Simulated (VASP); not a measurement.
The system is SnSe.

```xyz
2
Lattice="0.0000 3.0104 3.0104 3.0104 0.0000 3.0104 3.0104 3.0104 0.0000" Properties=species:S:1:pos:R:3 pbc="T T T"
Sn    0.0000    0.0000    0.0000
Se    3.0104    3.0104    3.0104
```

Measurements of this composition are mostly on another form, of space group No. 62.

| Quantity | Value |
| --- | --- |
| Program | VASP 6.6.1 |
| Task | relaxation of cell and atoms |
| Functional | PBE |
| Dispersion | D3(BJ) |
| Potentials or basis | VASP PAW PBE potentials, release 64 (Sn_d, Se) |
| Cutoff | 600 eV |
| k mesh | 10 × 10 × 10 |
| Occupations | gaussian, width 0.1 eV |
| Spin | no spin polarisation |

At the start: pressure -1.1 GPa; volume 27.28 Å³/atom.

Task: Where does the relaxation end?

Result: Over 3 steps the energy falls by 2.0 meV/atom and the volume is 26.70 Å³/atom (-2.1 %); space group Fm-3m (No. 225, to 0.05 Å).

Step by step:
```tsv
step	energy change (eV)	largest force (eV/Å)	pressure (GPa)	volume (Å³)
1	0.0000	0.0000	-1.10	54.57
2	-0.0038	0.0000	0.31	53.11
3	-0.0041	0.0000	0.01	53.40
```

Final structure:
```
Sn Se
1.0
     0.00000    2.98891    2.98891
     2.98891    0.00000    2.98891
     2.98891    2.98891    0.00000
Sn Se
1 1
Direct
  0.00000 0.00000 0.00000
  0.50000 0.50000 0.50000
```
